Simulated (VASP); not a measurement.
## HfO2 under pressure and tension

Aim: follow HfO2 from a squeezed to a stretched cell. The starting structure is a measured crystal structure from the Crystallography Open Database. All runs use LDA. The equilibrium cell comes from relaxations that aren't shown. At each volume, shape and positions are relaxed as far as symmetry leaves them free.

Calculated with VASP 6.6.1; Kohn-Sham DFT with plane waves and PAW; LDA.

## 1. Starting point

The structure is cubic, space group Fm-3m (No. 225). The conventional cell has a = 5.115 Å, b = 5.115 Å, c = 5.115 Å, α = 90.00°, β = 90.00°, γ = 90.00°. Hf has 8 O at 2.21 Å nearest. Nearest to O lie 4 Hf at 2.21 Å. Farther neighbours and most contacts between anions are not listed.

Coordinates:

```xyz
3
Lattice="0.0000 2.5575 2.5575 2.5575 0.0000 2.5575 2.5575 2.5575 0.0000" Properties=species:S:1:pos:R:3 pbc="T T T"
Hf    0.0000    0.0000    0.0000
O     1.2788    1.2788    1.2788
O     3.8363    3.8363    3.8363
```

## 2. Relaxation at the equilibrium volume

The input, INCAR:

```
SYSTEM = HfO2
PREC = Accurate
ENCUT = 560
EDIFF = 1E-07
NELM = 100
ISMEAR = 0
SIGMA = 0.03
LREAL = .FALSE.
ALGO = Normal
GGA = CA
NBANDS = 17
LASPH = .TRUE.
LORBIT = 11
LWAVE = .FALSE.
LCHARG = .FALSE.
KPAR = 4
IBRION = 2
NSW = 50
ISIF = 4
EDIFFG = -0.003
```

The input, POSCAR:

```
HfO2
1.0
    0.0000000000      2.4906927097      2.4906927097
    2.4906927097      0.0000000000      2.4906927097
    2.4906927097      2.4906927097      0.0000000000
Hf O
1 2
Direct
    0.0000000000      0.0000000000      0.0000000000
    0.2500000000      0.2500000000      0.2500000000
    0.7500000000      0.7500000000      0.7500000000
```

The input, KPOINTS:

```
Automatic mesh
0
Gamma
8 8 8
0 0 0
```

Potentials, in the order of the species: Hf_pv and O (LDA family, release 64).

Launch:

```bash
$ mpirun -np 4 vasp_std
```

The log of the run:

```text
[banner, memory and clock lines left out]
running    4 mpi-ranks, on    1 nodes
 distrk:  each k-point on    1 cores,    4 groups
 distr:  one band on    1 cores,    1 groups

 POSCAR found type information on POSCAR HfO
 POSCAR found :  2 types and       3 ions
 LDA part: xc-table for (Slater(with rela. corr.)+CA(PZ))
 , standard interpolation
 POSCAR, INCAR and KPOINTS ok, starting setup
 FFT: planning ... GRIDC
 FFT: planning ... GRID_SOFT
 FFT: planning ... GRID
 WAVECAR not read
 entering main loop
       N       E                     dE             d eps       ncg     rms          rms(c)
DAV:   1     0.950967649690E+02    0.95097E+02   -0.13405E+04   986   0.136E+03
DAV:   2    -0.350756462380E+02   -0.13017E+03   -0.12494E+03  1257   0.307E+02
DAV:   3    -0.386357825918E+02   -0.35601E+01   -0.35471E+01  1159   0.470E+01
DAV:   4    -0.386556099391E+02   -0.19827E-01   -0.19811E-01  1244   0.374E+00
DAV:   5    -0.386557322359E+02   -0.12230E-03   -0.12229E-03  1204   0.277E-01    0.554E+01
DAV:   6    -0.332807096334E+02    0.53750E+01   -0.22028E+01  1009   0.341E+01    0.467E+01
DAV:   7    -0.331346630268E+02    0.14605E+00   -0.70060E-01  1125   0.719E+00    0.306E+01
DAV:   8    -0.330878695502E+02    0.46793E-01   -0.20196E-01  1014   0.425E+00    0.796E+00
DAV:   9    -0.330735642889E+02    0.14305E-01   -0.40581E-02  1047   0.175E+00    0.245E+00
DAV:  10    -0.330732265607E+02    0.33773E-03   -0.22136E-03  1203   0.367E-01    0.727E-02
DAV:  11    -0.330732207114E+02    0.58493E-05   -0.12203E-04  1203   0.908E-02    0.549E-02
DAV:  12    -0.330732213099E+02   -0.59851E-06   -0.59691E-06  1235   0.193E-02    0.224E-02
DAV:  13    -0.330732213721E+02   -0.62163E-07   -0.16584E-07  1103   0.361E-03
   1 F= -.33073221E+02 E0= -.33073221E+02  d E =-.330732E+02
 curvature:   0.00 expect dE= 0.000E+00 dE for cont linesearch  0.000E+00
 trial: gam= 0.00000 g(F)=  0.327E-46 g(S)=  0.631E-34 ort = 0.000E+00 (trialstep = 0.100E+01)
 search vector abs. value=  0.100E-09
 reached required accuracy - stopping structural energy minimisation
```

Elapsed: 6 s, on 4 MPI ranks of AMD EPYC 9R14 (Zen 4), shared host; peak memory 0.49 GiB.

The logs omit lines about the potential files and the build; timing stands in the text.

From OUTCAR (step 2):

```text
ion  position               nearest neighbor table
   1  0.000  0.000  0.000-   3 2.16   3 2.16   3 2.16   2 2.16   3 2.16   2 2.16   2 2.16   2 2.16

  LATTYP: Found a face centered cubic cell.
 ALAT       =     4.9813854194

 Subroutine GETGRP returns: Found 48 space group operations
 (whereof 48 operations were pure point group operations)

The static configuration has the point symmetry O_h .

 Found     29 irreducible k-points:

   k-points           NKPTS =     29   k-points in BZ     NKDIM =     29   number of bands    NBANDS=     17

   dimension x,y,z NGX =    28 NGY =   28 NGZ =   28
   dimension x,y,z NGXF=    56 NGYF=   56 NGZF=   56

   ENCUT  =  560.0 eV  41.16 Ry    6.42 a.u.   6.80  6.80  6.80*2*pi/ulx,y,z

   NELECT =      22.0000    total number of electrons

 k-points in reciprocal lattice and weights: Automatic mesh
   0.00000000  0.00000000  0.00000000       0.002
   0.12500000  0.00000000  0.00000000       0.016
   0.25000000  0.00000000  0.00000000       0.016
   0.37500000  0.00000000  0.00000000       0.016
   0.50000000  0.00000000  0.00000000       0.008
   0.12500000  0.12500000  0.00000000       0.012
   0.25000000  0.12500000  0.00000000       0.047
   0.37500000  0.12500000  0.00000000       0.047
   0.50000000  0.12500000  0.00000000       0.047
[...]
-0.37500000  0.50000000  0.12500000       0.023
  -0.25000000  0.50000000  0.25000000       0.012

 average (electrostatic) potential at core
       1 -36.9372       2 -70.2282       3 -70.2282

 E-fermi :   4.6715

 k-point     1 :       0.0000    0.0000    0.0000
  band No.  band energies     occupation
    ...
      7      -1.2164      2.00000
      8      -1.2164      2.00000
      9       3.8882      2.00000
     10       3.8882      2.00000
     11       3.8882      2.00000
     12       8.3290      0.00000
     13       8.3290      0.00000
     14      10.6424      0.00000
     15      15.5729      0.00000
     16      15.5729      0.00000
    ...

 k-point     2 :       0.1250    0.0000    0.0000
  band No.  band energies     occupation
    ...
      7      -1.0538      2.00000
      8      -0.7429      2.00000
      9       3.4262      2.00000
     10       3.5700      2.00000
     11       3.5700      2.00000
     12       8.6665      0.00000
     13       8.6665      0.00000
     14      11.2401      0.00000
     15      14.7735      0.00000
     16      15.2663      0.00000
    ...

 k-point     3 :       0.2500    0.0000    0.0000
  band No.  band energies     occupation
    ...
      7      -0.6566      2.00000
      8       0.3366      2.00000
      9       2.5032      2.00000
     10       3.0143      2.00000
     11       3.0143      2.00000
     12       9.1602      0.00000
     13       9.1602      0.00000
     14      11.7764      0.00000
     15      14.2180      0.00000
     16      14.7335      0.00000
    ...

  Total       -0.0005146     -0.0005146     -0.0005146      0.0000000      0.0000000     -0.0000000
  in kB       -0.0266777     -0.0266777     -0.0266777      0.0000000      0.0000000     -0.0000000
  external PRESSURE =      -0.0266777 kB  Pullay stress =       0.0000000 kB

  energy-cutoff  :      560.00
  volume of cell :       30.90
      direct lattice vectors                 reciprocal lattice vectors
     0.000000000  2.490692710  2.490692710    -0.200747366  0.200747366  0.200747366
     2.490692710  0.000000000  2.490692710     0.200747366 -0.200747366  0.200747366
     2.490692710  2.490692710  0.000000000     0.200747366  0.200747366 -0.200747366

 POSITION                                       TOTAL-FORCE (eV/Angst)
 -----------------------------------------------------------------------------------
      0.00000      0.00000      0.00000        -0.000000     -0.000000      0.000000
      1.24535      1.24535      1.24535         0.000000      0.000000      0.000000
      3.73604      3.73604      3.73604        -0.000000     -0.000000     -0.000000
 -----------------------------------------------------------------------------------
    total drift:                                0.000000      0.000000      0.000000

  FREE ENERGIE OF THE ION-ELECTRON SYSTEM (eV)
  ---------------------------------------------------
  free  energy   TOTEN  =       -33.0732213721 eV

  energy  without entropy=      -33.0732213721  energy(sigma->0) =      -33.07322137

 reached required accuracy - stopping structural energy minimisation

 total charge
# of ion       s       p       d       tot
------------------------------------------
    1        0.311   6.654   1.484   8.449
    2        1.550   3.563   0.000   5.113
    3        1.550   3.563   0.000   5.113
--------------------------------------------------
tot          3.412  13.780   1.484  18.675

[... 3 further parts left out ...]
```

CONTCAR:

```
HfO2
   1.00000000000000
     0.0000000000000000    2.4906927096999998    2.4906927096999998
     2.4906927096999998    0.0000000000000000    2.4906927096999998
     2.4906927096999998    2.4906927096999998    0.0000000000000000
  Hf              O
     1     2
Direct
     0.0000000000000000    0.0000000000000000    0.0000000000000000
     0.2500000000000000    0.2500000000000000    0.2500000000000000
     0.7500000000000000    0.7500000000000000    0.7500000000000000
```

The run keeps the 48 symmetry operations of its start, so it cannot find a distortion of lower symmetry.

The equilibrium volume: 10.301 Å³ an atom and a pressure of 0.00 GPa, and 3.733 eV of gap on the mesh. Further runs on this cell, not shown, give the modes T2g 606.2, T1u 260.1 cm⁻¹.

## 3. Relaxation at 0.96 of the equilibrium volume

INCAR is that of step 2.

The input, POSCAR:

```
HfO2
1.0
    0.0000000000      2.4570305736      2.4570305736
    2.4570305736      0.0000000000      2.4570305736
    2.4570305736      2.4570305736      0.0000000000
Hf O
1 2
Direct
    0.0000000000      0.0000000000      0.0000000000
    0.2500000000      0.2500000000      0.2500000000
    0.7500000000      0.7500000000      0.7500000000
```

KPOINTS is that of step 2.

Launch:

```bash
$ mpirun -np 4 vasp_std
```

The log of the run:

```text
[... set-up lines as in an earlier step ...]
 entering main loop
       N       E                     dE             d eps       ncg     rms          rms(c)
DAV:   1     0.946144786444E+02    0.94614E+02   -0.13415E+04   986   0.136E+03
DAV:   2    -0.352127337466E+02   -0.12983E+03   -0.12602E+03  1317   0.310E+02
DAV:   3    -0.385495875306E+02   -0.33369E+01   -0.33300E+01  1113   0.461E+01
DAV:   4    -0.385675851889E+02   -0.17998E-01   -0.17994E-01  1296   0.369E+00
[...]
DAV:  11    -0.330224056298E+02    0.23336E-05   -0.11293E-04  1224   0.893E-02    0.519E-02
DAV:  12    -0.330224059552E+02   -0.32532E-06   -0.51894E-06  1192   0.184E-02    0.219E-02
DAV:  13    -0.330224060198E+02   -0.64607E-07   -0.16653E-07  1148   0.351E-03
   1 F= -.33022406E+02 E0= -.33022406E+02  d E =-.330224E+02
[...]
reached required accuracy - stopping structural energy minimisation
```

Wall time 6.2 s (4 MPI ranks); peak memory 0.47 GiB.

From OUTCAR (step 3):

```text
  Total        2.3890293      2.3890293      2.3890293      0.0000000      0.0000000     -0.0000000
  in kB      129.0239653    129.0239653    129.0239653      0.0000000      0.0000000     -0.0000000
  external PRESSURE =     129.0239653 kB  Pullay stress =       0.0000000 kB

 POSITION                                       TOTAL-FORCE (eV/Angst)
 -----------------------------------------------------------------------------------
      0.00000      0.00000      0.00000         0.000000     -0.000000      0.000000
      1.22852      1.22852      1.22852        -0.000000     -0.000000     -0.000000
      3.68555      3.68555      3.68555         0.000000      0.000000      0.000000
 -----------------------------------------------------------------------------------
    total drift:                                0.000000      0.000000      0.000000

  FREE ENERGIE OF THE ION-ELECTRON SYSTEM (eV)
  ---------------------------------------------------
  free  energy   TOTEN  =       -33.0224060198 eV

  energy  without entropy=      -33.0224060198  energy(sigma->0) =      -33.02240602

[... 2 parts as in an earlier step ...]

[... 2 further parts left out ...]
[key lines of the parts left out:]
E-fermi :   5.0810
```

0.96 of the equilibrium volume: 9.889 Å³ an atom and a pressure of 12.90 GPa, and 3.840 eV of gap on the mesh. Further runs on this cell, not shown, give the modes T2g 645.3, T1u 303.2 cm⁻¹.

## 4. Relaxation at 1.04 of the equilibrium volume

INCAR is that of step 3.

The input, POSCAR:

```
HfO2
1.0
    0.0000000000      2.5234687409      2.5234687409
    2.5234687409      0.0000000000      2.5234687409
    2.5234687409      2.5234687409      0.0000000000
Hf O
1 2
Direct
    0.0000000000      0.0000000000      0.0000000000
    0.2500000000      0.2500000000      0.2500000000
    0.7500000000      0.7500000000      0.7500000000
```

KPOINTS is that of step 3.

Launch:

```bash
$ mpirun -np 4 vasp_std
```

The log of the run:

```text
[... set-up lines as in an earlier step ...]
 entering main loop
       N       E                     dE             d eps       ncg     rms          rms(c)
DAV:   1     0.931896247342E+02    0.93190E+02   -0.13408E+04   986   0.136E+03
DAV:   2    -0.347200073651E+02   -0.12791E+03   -0.12423E+03  1280   0.301E+02
DAV:   3    -0.386464124485E+02   -0.39264E+01   -0.39167E+01  1135   0.484E+01
DAV:   4    -0.386679957547E+02   -0.21583E-01   -0.21577E-01  1264   0.393E+00
[...]
DAV:  11    -0.330340914829E+02    0.12093E-04   -0.12869E-04  1140   0.905E-02    0.692E-02
DAV:  12    -0.330340922102E+02   -0.72725E-06   -0.75427E-06  1238   0.212E-02    0.228E-02
DAV:  13    -0.330340922566E+02   -0.46451E-07   -0.18885E-07  1167   0.394E-03
   1 F= -.33034092E+02 E0= -.33034092E+02  d E =-.330341E+02
[...]
reached required accuracy - stopping structural energy minimisation
```

Run time: 6.2 s. Hardware: 4 MPI ranks; peak memory 0.49 GiB.

OUTCAR, selected parts (step 4):

```text
  Total       -2.0962509     -2.0962509     -2.0962509      0.0000000      0.0000000      0.0000000
  in kB     -104.5033140   -104.5033140   -104.5033140      0.0000000      0.0000000      0.0000000
  external PRESSURE =    -104.5033140 kB  Pullay stress =       0.0000000 kB

 POSITION                                       TOTAL-FORCE (eV/Angst)
 -----------------------------------------------------------------------------------
      0.00000      0.00000      0.00000        -0.000000     -0.000000     -0.000000
      1.26173      1.26173      1.26173         0.000000      0.000000      0.000000
      3.78520      3.78520      3.78520        -0.000000     -0.000000     -0.000000
 -----------------------------------------------------------------------------------
    total drift:                                0.000000      0.000000      0.000000

  FREE ENERGIE OF THE ION-ELECTRON SYSTEM (eV)
  ---------------------------------------------------
  free  energy   TOTEN  =       -33.0340922566 eV

  energy  without entropy=      -33.0340922566  energy(sigma->0) =      -33.03409226

[... 2 parts as in an earlier step ...]

[... 2 further parts left out ...]
[key lines of the parts left out:]
E-fermi :   4.3462
```

1.04 of the equilibrium volume: 10.713 Å³ an atom and a pressure of -10.45 GPa, and 3.631 eV of gap on the mesh. Further runs on this cell, not shown, give the modes T2g 569.7, T1u 216.4 cm⁻¹.

## 5. Relaxation at 0.92 of the equilibrium volume

INCAR is that of step 4.

The input, POSCAR:

```
HfO2
1.0
    0.0000000000      2.4224198990      2.4224198990
    2.4224198990      0.0000000000      2.4224198990
    2.4224198990      2.4224198990      0.0000000000
Hf O
1 2
Direct
    0.0000000000      0.0000000000      0.0000000000
    0.2500000000      0.2500000000      0.2500000000
    0.7500000000      0.7500000000      0.7500000000
```

KPOINTS is that of step 4.

Launch:

```bash
$ mpirun -np 4 vasp_std
```

The log of the run:

```text
[... set-up lines as in an earlier step ...]
 entering main loop
       N       E                     dE             d eps       ncg     rms          rms(c)
DAV:   1     0.975396947443E+02    0.97540E+02   -0.13654E+04   986   0.138E+03
DAV:   2    -0.349763170583E+02   -0.13252E+03   -0.13009E+03  1243   0.316E+02
DAV:   3    -0.383677010539E+02   -0.33914E+01   -0.33822E+01  1165   0.465E+01
DAV:   4    -0.383850182953E+02   -0.17317E-01   -0.17313E-01  1220   0.352E+00
[...]
DAV:  11    -0.328605069363E+02    0.92654E-06   -0.10242E-04  1223   0.862E-02    0.512E-02
DAV:  12    -0.328605070227E+02   -0.86380E-07   -0.48992E-06  1174   0.181E-02    0.208E-02
DAV:  13    -0.328605070775E+02   -0.54731E-07   -0.18906E-07  1183   0.369E-03
   1 F= -.32860507E+02 E0= -.32860507E+02  d E =-.328605E+02
[...]
reached required accuracy - stopping structural energy minimisation
```

Elapsed: 6.2 s, on 4 MPI ranks; peak memory 0.48 GiB; 20 s of CPU time.

Parts of OUTCAR (step 5):

```text
  Total        5.1196631      5.1196631      5.1196631     -0.0000000      0.0000000      0.0000000
  in kB      288.5185167    288.5185167    288.5185167     -0.0000000      0.0000000      0.0000000
  external PRESSURE =     288.5185167 kB  Pullay stress =       0.0000000 kB

 POSITION                                       TOTAL-FORCE (eV/Angst)
 -----------------------------------------------------------------------------------
      0.00000      0.00000      0.00000         0.000000     -0.000000      0.000000
      1.21121      1.21121      1.21121         0.000000      0.000000      0.000000
      3.63363      3.63363      3.63363        -0.000000     -0.000000     -0.000000
 -----------------------------------------------------------------------------------
    total drift:                                0.000000      0.000000      0.000000

  FREE ENERGIE OF THE ION-ELECTRON SYSTEM (eV)
  ---------------------------------------------------
  free  energy   TOTEN  =       -32.8605070775 eV

  energy  without entropy=      -32.8605070775  energy(sigma->0) =      -32.86050708

[... 2 parts as in an earlier step ...]

[... 2 further parts left out ...]
[key lines of the parts left out:]
E-fermi :   5.4689
```

0.92 of the equilibrium volume: 9.477 Å³ an atom and a pressure of 28.85 GPa, and 3.952 eV of gap on the mesh. Further runs on this cell, not shown, give the modes T2g 686.9, T1u 346.3 cm⁻¹.

## 6. Relaxation at 0.98 of the equilibrium volume

INCAR is that of step 5.

The input, POSCAR:

```
HfO2
1.0
    0.0000000000      2.4739761476      2.4739761476
    2.4739761476      0.0000000000      2.4739761476
    2.4739761476      2.4739761476      0.0000000000
Hf O
1 2
Direct
    0.0000000000      0.0000000000      0.0000000000
    0.2500000000      0.2500000000      0.2500000000
    0.7500000000      0.7500000000      0.7500000000
```

KPOINTS is that of step 5.

Launch:

```bash
$ mpirun -np 4 vasp_std
```

The log of the run:

```text
[... set-up lines as in an earlier step ...]
 entering main loop
       N       E                     dE             d eps       ncg     rms          rms(c)
DAV:   1     0.100198742518E+03    0.10020E+03   -0.13541E+04   986   0.138E+03
DAV:   2    -0.347656039220E+02   -0.13496E+03   -0.13018E+03  1316   0.311E+02
DAV:   3    -0.385998154389E+02   -0.38342E+01   -0.38237E+01  1109   0.482E+01
DAV:   4    -0.386220880217E+02   -0.22273E-01   -0.22266E-01  1290   0.398E+00
[...]
DAV:  11    -0.330602060800E+02    0.43601E-05   -0.11643E-04  1182   0.892E-02    0.540E-02
DAV:  12    -0.330602065436E+02   -0.46364E-06   -0.55839E-06  1245   0.188E-02    0.209E-02
DAV:  13    -0.330602066038E+02   -0.60255E-07   -0.16625E-07  1147   0.358E-03
   1 F= -.33060207E+02 E0= -.33060207E+02  d E =-.330602E+02
[...]
reached required accuracy - stopping structural energy minimisation
```

Run time: 6 s. Hardware: 4 MPI ranks; peak memory 0.49 GiB; 19 s of CPU time.

From OUTCAR (step 6):

```text
  Total        1.1548377      1.1548377      1.1548377      0.0000000      0.0000000     -0.0000000
  in kB       61.0963161     61.0963161     61.0963161      0.0000000      0.0000000     -0.0000000
  external PRESSURE =      61.0963161 kB  Pullay stress =       0.0000000 kB

 POSITION                                       TOTAL-FORCE (eV/Angst)
 -----------------------------------------------------------------------------------
      0.00000      0.00000      0.00000        -0.000000      0.000000     -0.000000
      1.23699      1.23699      1.23699         0.000000      0.000000      0.000000
      3.71096      3.71096      3.71096        -0.000000     -0.000000     -0.000000
 -----------------------------------------------------------------------------------
    total drift:                                0.000000      0.000000      0.000000

  FREE ENERGIE OF THE ION-ELECTRON SYSTEM (eV)
  ---------------------------------------------------
  free  energy   TOTEN  =       -33.0602066038 eV

  energy  without entropy=      -33.0602066038  energy(sigma->0) =      -33.06020660

[... 2 parts as in an earlier step ...]

[... 2 further parts left out ...]
[key lines of the parts left out:]
E-fermi :   4.9402
```

0.98 of the equilibrium volume: 10.095 Å³ an atom and a pressure of 6.11 GPa, and 3.786 eV of gap on the mesh. Further runs on this cell, not shown, give the modes T2g 625.5, T1u 281.7 cm⁻¹.

[end of part 1 of 2]

[Lines on the potential files, build, host, timing and source positions are cut from VASP's logs without a mark.]

[Logs are printed without paths, hosts, clocks, repeated set-up lines and the standing remarks that a program may print on its own settings, such as how far it seeks lower states.]

[Hosts, paths, dates, database ids (printed as entryN), source tags and the programs' standing remarks are cut or masked in the printed files.]
